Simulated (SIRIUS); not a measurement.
## Hf: equation of state with PBEsol

Hf:

```xyz
2
Lattice="3.1967 0.0000 0.0000 -1.5983 2.7684 0.0000 0.0000 0.0000 5.0578" Properties=species:S:1:pos:R:3 pbc="T T T"
Hf    1.5984    0.9228    3.7934
Hf    0.0000    1.8456    1.2645
```

```yaml
Program: SIRIUS 7.10.0
Task: equation of state
Functional: PBEsol
Potentials_or_basis: PseudoDojo 0.4.1 PBEsol standard (scalar relativistic)
Cutoff: 807 eV
Density_cutoff: 3227 eV
k_mesh: 10 × 10 × 5
Occupations: fermi-dirac, width 0.05 eV
Spin: no spin polarisation
Libxc_names: "[\"XC_GGA_X_PBE_SOL\", \"XC_GGA_C_PBE_SOL\"]"
Radial_cutoff_for_the_potentials'_integrals: 6.5 bohr
```

```
Equilibrium volume                        : 21.65 Å³/atom
Bulk modulus at fixed shape and positions : 114 GPa
Pressure derivative of the bulk modulus   : 3.5
```

Energy against volume, from the lowest point:
```
volume (Å³/atom)  energy (meV/atom)
          21.037               5.96
          21.485               0.00
          21.933               0.85
          22.380               7.91
          22.828              20.64
          23.276              38.55
          23.723              61.16
```

All runs of the series together: 4.5 min on 1 thread of Arm Neoverse V1, on a shared host.

Caveat: the cell was scaled at fixed shape and fractional positions, which overstates the stiffness of a crystal with free parameters, most of all of layers and chains. The run has no spin-orbit coupling, so splittings on Hf are missing.
